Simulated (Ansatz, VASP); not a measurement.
This is a calculation of ZnAu for VASP 6.6.1. 

Contents of INCAR:

```
PREC = Accurate ; ENCUT = 500
EDIFF = 1E-6 ; ISMEAR = 0
SIGMA = 0.05 ; LREAL = F
LASPH = T ; NELM = 100
ALGO = Normal ; ISIF = 2
LWAVE = F ; LCHARG = F
GGA = CA
```

KPOINTS

```
regular mesh
0
Gamma
  8 8 8
```

Contents of POSCAR:

```
ZnAu
1.0
    3.1470000000      0.0000000000      0.0000000000
    0.0000000000      3.1470000000      0.0000000000
    0.0000000000      0.0000000000      3.1470000000
Au Zn
1 1
Direct
    0.0000000000      0.0000000000      0.0000000000
    0.5000000000      0.5000000000      0.5000000000
```

Potentials or basis: VASP PAW LDA potentials, release 64 (Au, Zn).

Launch:

```console
$ cat potpaw_LDA.64/Au/POTCAR potpaw_LDA.64/Zn/POTCAR > POTCAR
$ mpirun -np 1 vasp_std > vasp.out
```

**Question.** Set up the same calculation for Ansatz 0.2.0. Potentials or basis there: Ansatz PAW, cutoff 420 eV.

**Answer.** As run (cutoffs and basis follow the program's own potentials, and thresholds, step limits or extra output files can differ):

Contents of input.yaml:

```yaml
crystal:
  lattice:
    - [3.147, 0.0, 0.0]
    - [0.0, 3.147, 0.0]
    - [0.0, 0.0, 3.147]
  atoms:
    - { symbol: Au, position: [0.0, 0.0, 0.0] }
    - { symbol: Zn, position: [0.5, 0.5, 0.5] }
hamiltonian:
  xc: lda
  pseudopotentials: { kind: paw }
kpoints:
  mp_grid: { grid: [8, 8, 8] }
scf:
  occupations: { method: gaussian, width: 0.05 }
output:
  forces: true
  stress: true
  eigenvalues: true
```

Potentials or basis: Ansatz PAW.

Run with:

```bash
$ ansatz run input.yaml --threads 1 --pin off --max-ram 3584MiB --backend cpu --events-out ev --progress --plain --runs-dir out
```

Both were run:

|  | VASP | Ansatz |
| --- | --- | --- |
| Pressure | -6.1 GPa | -6.6 GPa |

Ansatz's pressure holds a Pulay term of +0.06 GPa for its cutoff of 420 eV, which the other run lacks.

The potentials hold 23 and 31 valence electrons a cell.

Ansatz's potentials were made for PBE.

Where Ansatz's input types no cutoff or centring, it takes its own default and a Γ-centred mesh.

The two programs' LDA may be different fits to the electron gas.

Pressure is positive in compression.
